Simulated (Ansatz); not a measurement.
Base system: BeO in the wurtzite structure (space group P6_3mc, No. 186; a = 2.690 Å, c = 4.370 Å). Axes: x lies along a and z along c of the hexagonal cell.

Method: DFT with r2SCAN, PAW potentials and a 500 eV plane-wave cutoff in Ansatz (a quantum-chemistry and plane-wave program), without spin-orbit coupling.

Base values:

| Quantity | Result |
|---|---|
| Pressure | 0.00 GPa |
| Electron mass | 0.53 mₑ along c, 0.61 mₑ across (at Γ) |

One thing is altered: uniaxial strain ε_yy = −5.69 %, all other strain components held at zero; the atoms relax in the strained cell.

**Question.** What happens to the pressure?

**Answer.** The pressure (mean of the normal stresses, compression positive) goes from zero to 14.77 GPa.

**Question.** What happens to the electron mass?

**Answer.** The electron mass becomes 0.65 mₑ along x, 0.78 mₑ along y, 0.51 mₑ along z (at Γ) (base: 0.53 mₑ along c, 0.61 mₑ across (at Γ)).

The levels and masses belong to the bands next to the band gap. Effective masses come from finite differences of ±0.01 Å⁻¹. Whether these cells are dynamically stable was not tested.
